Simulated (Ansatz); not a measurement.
**AlCo (Pm-3m): electronic heat capacity and spin susceptibility from the density of states**

These are results of DFT PBE, scalar-relativistic, plane waves, PAW (Ansatz), not measurements.

Cutoff 420 eV; k points 14×14×14 on the computed 2-atom cell (Γ-centred); Gaussian smearing, width 0.10 eV; no spin polarisation.

Relaxed cell: Pm-3m, a = 2.852 Å, b = 2.852 Å, c = 2.852 Å, α = 90.00°, β = 90.00°, γ = 90.00°, 2 atoms in the primitive cell. Whether it is the stable form of this composition wasn't checked.

The density of states at the Fermi level is 0.651 states/eV in the cell of 2 atoms (1 formula unit; both spins, tetrahedra on a 21×21×21 mesh). Averaged over bins of 0.1 eV the density runs from 0.4 to 2.7 states/eV within 0.2 eV of the Fermi level, so the figure hangs on the exact place of that level.

Task: What Sommerfeld coefficient and Pauli susceptibility does this give?

Result: Per formula unit N(E_F) = 0.651 states/eV. γ = (π²/3) k_B² N(E_F) N_A = 2.357 mJ/(mol K²) per state/eV, so γ = 1.5 mJ/(mol K²), a mole of formula units. χ_P = μ_B² N(E_F) N_A = 3.23×10⁻⁵ emu/mol per state/eV gives 2.1×10⁻⁵ emu/mol. This is the bare band result: a measured γ of the same phase is as a rule larger by a factor 1 + λ from phonons and spin fluctuations, the spin part of χ is larger by the Stoner factor, and a measured χ also holds orbital and core terms. N(E_F) at one energy is sensitive to the mesh where the density of states has sharp peaks.

A ferromagnetic start lost its moments in a first run, so spin was left out; other magnetic orders weren't tried.

Cost: 1 run of about 0.78 core-minutes, on Intel Xeon Processor @ 2.50GHz (Skylake/Cascade Lake) (shared hosts).